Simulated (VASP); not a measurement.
Set up this calculation in VASP 6.6.1, as the native input.

- Task: relaxation of cell and atoms
- Functional: r2SCAN
- Potentials or basis: VASP PAW PBE potentials, release 64 (Ca_sv, O)
- Cutoff: 600 eV
- k mesh: 10 × 10 × 10
- Occupations: gaussian, width 0.03 eV
- Spin: no spin polarisation
- Further INCAR settings: ALGO = Normal; EDIFF = 1e-06; IBRION = 2; EDIFFG = -0.01; NSW = 90; ISIF = 3

The structure of CaO (Lime) lies in POSCAR:

```
CaO
1.0
    0.0000000000      2.4065000000      2.4065000000
    2.4065000000      0.0000000000      2.4065000000
    2.4065000000      2.4065000000      0.0000000000
Ca O
1 1
Direct
    0.0000000000      0.0000000000      0.0000000000
    0.5000000000      0.5000000000      0.5000000000
```

The input as run:

INCAR

```
ALGO = Normal
EDIFF = 1E-6
EDIFFG = -0.01
ENCUT = 600
IBRION = 2
ISIF = 3
ISMEAR = 0
LASPH = T
LCHARG = F
LMIXTAU = T
LREAL = F
LWAVE = F
METAGGA = R2SCAN
NELM = 80
NSW = 90
PREC = Accurate
SIGMA = 0.03
```

KPOINTS

```
k-points
0
Gamma
  10 10 10
```

Potentials or basis: VASP PAW PBE potentials, release 64 (Ca_sv, O).

Launch:

```console
$ cat potpaw_PBE.64/Ca_sv/POTCAR potpaw_PBE.64/O/POTCAR > POTCAR
$ mpirun -np 1 vasp_std > vasp.out
```

It gave:

The relaxed volume is 13.89 Å³/atom, the relaxed cell is a = 3.399 Å, b = 3.399 Å, c = 3.399 Å, α = 60.00°, β = 60.00°, γ = 60.00° and the space group after relaxing (to 0.05 Å) is Fm-3m (No. 225). The energy gained by relaxing is 0.1 meV/atom, the ionic steps are 3 and the pressure after relaxing is 0.0 GPa. The band gap on the k mesh is 4.19 eV, indirect (least direct gap 4.56 eV).

Caveat: the PAW data sets were made with another functional, which shifts forces and pressure a little.

It took 4.4 min on 1 thread of AMD EPYC 7R13 Processor (Zen 3), on a shared host, peak memory 0.16 GiB.
